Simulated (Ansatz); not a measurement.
PbSe (Clausthalite):

```xyz
2
Lattice="0.0000 3.0606 3.0606 3.0606 0.0000 3.0606 3.0606 3.0606 0.0000" Properties=species:S:1:pos:R:3 pbc="T T T"
Pb    0.0000    0.0000    0.0000
Se    3.0606    3.0606    3.0606
```

Base run:

* Program: Ansatz 0.2.0
* Functional: PBEsol
* Potentials or basis: all-electron LAPW, scalar-relativistic
* Cutoff: 188 eV
* Density cutoff: 750 eV
* Basis error allowed: 0.001 eV/atom
* k mesh: 8 × 8 × 8
* Occupations: fermi-dirac, width 0.05 eV
* Spin: no spin polarisation

Its results: band gap on the k mesh 0.20 eV, direct; pressure -0.5 GPa.

**Question.** The run is repeated on the same cell with these changes: functional from PBEsol to RPBE. What comes out?

**Answer.** Band gap on the k mesh 0.37 eV, direct; pressure 4.2 GPa.

RPBE binds less tightly than PBEsol, so the same cell stands under more pressure.

Caveats: spin-orbit coupling is left out, which as a rule narrows the gap of such compounds by several tenths of an eV.

Not every run made on this cell is shown here.
